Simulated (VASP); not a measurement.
**Ge: phonons with r2SCAN**

Ge:

```
Ge
1.0
     0.00000    2.82900    2.82900
     2.82900    0.00000    2.82900
     2.82900    2.82900    0.00000
Ge
2
Direct
  0.00000 0.00000 0.00000
  0.25000 0.25000 0.25000
```

The cell was built by a generator and needn't be a form met in nature.

| Item | Value |
| --- | --- |
| Program | VASP 6.6.1 |
| Task | phonons |
| Functional | r2SCAN |
| Potentials or basis | VASP PAW PBE potentials, release 64 (Ge_d) |
| Cutoff | 600 eV |
| k mesh | 14 × 14 × 14 |
| Occupations | fermi-dirac, width 0.03 eV |
| Spin | no spin polarisation |
| Holes per cm³ | 4.15e+21 |
| Further INCAR settings | ALGO = Normal; EDIFF = 1e-08; IBRION = 6; POTIM = 0.015; NSW = 1; NELECT = 27.81208 |

```
Relaxed volume                         : 21.07 Å³/atom
Relaxed cell                           : a = 3.906 Å, b = 3.906 Å, c = 3.906 Å, α = 60.00°, β = 60.00°, γ = 60.00°
Space group after relaxing (to 0.05 Å) : Fd-3m (No. 227)
Highest phonon frequency at Γ          : 281 cm⁻¹
```

Step by step:
```csv
step,energy change (eV),largest force (eV/Å),pressure (GPa),volume (Å³)
1,0.0000,0.0000,-5.33,45.28
2,-0.0381,0.0000,3.77,40.52
3,-0.0563,0.0000,0.02,42.14
4,-0.0563,0.0000,-0.11,42.20
5,-0.0563,0.0000,-0.11,42.20
6,-0.0563,0.0000,-0.10,42.19
7,-0.0563,0.0000,-0.10,42.19
8,-0.0563,0.0000,-0.09,42.19
9,-0.0563,0.0000,-0.09,42.19
10,-0.0563,0.0000,-0.11,42.19
11,-0.0563,0.0000,-0.09,42.19
12,-0.0563,0.0000,-0.09,42.19
13,-0.0563,0.0000,-0.07,42.18
14,-0.0563,0.0000,-0.05,42.17
15,-0.0563,0.0000,-0.01,42.15
```

Final structure:
```
Ge
1.0
     0.00000    2.76213    2.76213
     2.76213    0.00000    2.76213
     2.76213    2.76213    0.00000
Ge
2
Direct
  0.00000 0.00000 0.00000
  0.25000 0.25000 0.25000
```

Phonon frequencies in cm⁻¹ (negative: imaginary):
```
              q point        frequencies
(0.000, 0.000, 0.000)  0 0 0 281 281 281
```

It took 31 min on 1 thread of Intel(R) Xeon(R) 6975P-C (Granite Rapids), on a shared host, peak memory 0.61 GiB.

Caveat: the cell is charged against a uniform background, so pressure and absolute levels hang on convention; the PAW data sets were made with another functional, which shifts forces and pressure a little.
